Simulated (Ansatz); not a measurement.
How stiff is this cell of InP?

Cell: an entry of the Crystallography Open Database (COD), whose atoms a relaxation with PBE at fixed cell left in place.

```
In P
1.0
     0.00000    2.93435    2.93435
     2.93435    0.00000    2.93435
     2.93435    2.93435    0.00000
In P
1 1
Direct
  0.00000 0.00000 0.00000
  0.25000 0.25000 0.25000
```

Atoms are numbered from 1 in the order listed; like atoms form one site, named after its first atom.

Level of theory: DFT, PBE, plane waves and PAW, scalar-relativistic, 420 eV cutoff, Γ-centred 13×13×13 k-points, Fermi–Dirac smearing 0.02 eV (Ansatz 0.2.0).

The cell is stretched along z (the third Cartesian axis of the run's cell), x and y held, and the ions relax again each time. Tension counts as positive.

| strain along z (%) | stress along z (GPa) | stress along x (GPa) | gap on the k-mesh (eV) |
| --- | --- | --- | --- |
| -3 | -6.1 | -5.1 | 0.76 |
| -2 | -5.1 | -4.3 | 0.74 |
| -1 | -4.1 | -3.7 | 0.72 |
| 0 | -3.1 | -3.1 | 0.69 |
| +1 | -2.1 | -2.5 | 0.62 |
| +2 | -1.1 | -1.9 | 0.55 |
| +3 | ? | ? | ? |

Task: Estimate the row at +3 % from the others.

Result: stress along z (GPa): -0.2; stress along x (GPa): -1.4; gap on the k-mesh (eV): 0.48. Worked: parabolas through the other 6 rows give -0.2 and -1.4 GPa at +3 %. Their slopes at zero strain are 100 GPa (C₁₁) and 60 GPa (C₁₂). They hold at this cell, where the calculated pressure is 3.1 GPa. The gap follows one line under compression (-23 meV per per cent of strain) and another under tension (-71), as when strain splits band edges that were equal; the line on its own side gives 0.48 eV for the withheld row.

PBE gaps are too small, by a third to a half in many semiconductors; their changes with strain are better.

All values belong to this cell and structure model.
